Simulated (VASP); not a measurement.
The system is Pb.

```
Pb
1.0
     0.00000    2.47502    2.47502
     2.47502    0.00000    2.47502
     2.47502    2.47502    0.00000
Pb
1
Cartesian
  0.0000 0.0000 0.0000
```

| Item | Value |
| --- | --- |
| Program | VASP 6.6.1 |
| Task | single point |
| Functional | PBEsol |
| Potentials or basis | VASP PAW PBE potentials, release 64 (Pb_d) |
| Cutoff | 520 eV |
| k mesh | 9 × 9 × 9 |
| Occupations | fermi-dirac, width 0.05 eV |
| Spin | no spin polarisation |

On this cell: pressure -0.7 GPa; band gap on the k mesh none (metal or under the smearing width).

The same run follows on a disturbed copy (cell strained at random at fixed volume):

```
CELL_PARAMETERS angstrom
-0.00696 2.46968 2.44843
2.44759 -0.02698 2.46845
2.45382 2.49594 -0.03322
ATOMIC_POSITIONS crystal
Pb 0.98764 0.00709 0.01656
```

Problem. What does the disturbed cell give?

Solution. The energy (extrapolated to zero smearing) moves by +1.9 meV/atom; pressure -0.7 GPa; band gap on the k mesh none (metal or under the smearing width).

Stress tensor (GPa, compression positive):
```
-0.47 -0.01  0.17
-0.01 -0.85  0.72
 0.17  0.72 -0.68
```

Caveats: the PAW data sets were made with another functional, which shifts forces and pressure a little.
